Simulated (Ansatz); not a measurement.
## Stationary points along a deformation path in SnO

All numbers below come from DFT r2SCAN, scalar-relativistic, plane waves, PAW in Ansatz. The runs took a 500 eV cutoff, a Γ-centred 10×6×8 mesh and Gaussian smearing (0.05 eV). No spin polarisation. Energies are free energies at this smearing, counted from the undisturbed cell; pressure is positive in compression.

Reference structure (as given, not relaxed at this level; it stands at -3.1 GPa; this form isn't the usual structure):

```
Sn O
1.0
     3.35500    0.00000    0.00000
     0.00000    5.67410    0.00000
     0.00000    0.00000    4.22197
Sn O
2 2
Cartesian
  0.0000 1.3159 2.1665
  1.6775 4.3582 0.0555
  0.0000 5.0570 3.1110
  1.6775 0.6171 1.0000
```

The cell holds layers and no dispersion correction was added, so their binding is poorly described.

At fixed volume and fractional coordinates, lengths along (0.000, 0.000, 1.000) are scaled against those across it; ρ is that ratio over its starting value. V = 20.093 Å³/atom. Δσ is the stress along the axis less the mean stress across it (compression positive).

| ρ | ΔE (meV/atom) | Δσ (GPa) | space group |
| --- | --- | --- | --- |
| 0.800 | 73.7 | 7.78 | Pmn2_1 |
| 0.850 | 40.3 | 5.48 | Pmn2_1 |
| 0.920 | 12.5 | 2.99 | Pmn2_1 |
| 0.960 | 4.0 | 1.77 | Pmn2_1 |
| 1.000 | 0.0 | 0.61 | Pmn2_1 |
| 1.050 | 0.4 | -0.82 | Pmn2_1 |
| 1.100 | 6.3 | -2.25 | Pmn2_1 |
| 1.200 | 33.2 | -5.20 | Pmn2_1 |
| 1.300 | 78.1 | -8.29 | Pmn2_1 |

Problem. How does the stress give the slope of the energy, and where is the energy stationary?

Solution. Along the path d ln(length) is 2/3 d ln ρ on the axis and −1/3 d ln ρ across it, so dE/d ln ρ = −(2/3) V Δσ: the energy falls with ρ where Δσ is positive. Δσ vanishes or changes sign between ρ = 1.000 and 1.050, a minimum (near 1.02 by linear interpolation). Pairs of stationary points between two samples would go unseen, and could change a minimum read from distant neighbours into a maximum.

Problem. Integrate that slope from ρ = 1 to 1.200 by the trapezoid rule.

Solution. With V/N in Å³ and 1 eV/Å³ = 160.2 GPa the slopes at ρ = 1.000, 1.050, 1.100, 1.200 are -51, 68, 188, 435 meV/atom per unit of ln ρ. The steps add 0.4 + 6.0 + 27.1 = 33.5 meV/atom, against 33.2 from the energies; the trapezoid rule misses the curvature of the slope within each step.

Forces appear on the atoms along this scan, and letting them relax would lower the energy and soften the response.

Cost: 9 runs of about 12 core-minutes in all, on Intel Xeon Processor @ 2.50GHz (Skylake/Cascade Lake) (shared hosts).